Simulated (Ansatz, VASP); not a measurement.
**One calculation of Mg, two programs**

```
CELL_PARAMETERS angstrom
-1.72535 1.72535 1.72535
1.72535 -1.72535 1.72535
1.72535 1.72535 -1.72535
ATOMIC_POSITIONS crystal
Mg 0.00000 0.00000 0.00000
```

Alike in both runs: task single point; functional PBE; k mesh 8 × 8 × 8; occupations gaussian, width 0.1 eV; no spin polarisation.

|  | VASP | Ansatz |
| --- | --- | --- |
| version | VASP 6.6.1 | Ansatz 0.2.0 |
| potentials or method | VASP PAW PBE potentials, release 64 (Mg) | scalar-relativistic, plane waves, PAW |
| plane-wave cutoff (eV) | 520 | 420 |
| valence electrons in the cell | 2 | 10 |

VASP gave:

| Item | Value |
| --- | --- |
| gap on the k mesh at the Fermi level (eV) | none |
| pressure (GPa) | 4.5 |

Problem. Which values does Ansatz return?

Solution. gap on the k mesh at the Fermi level (eV): none; pressure (GPa): 4.6.

A gap of «none» marks a metal or a gap that the smearing closes. The functional is the same, so the differences come from potentials, cutoffs and numerics. The two sets of potentials don't hold the same shells in valence.
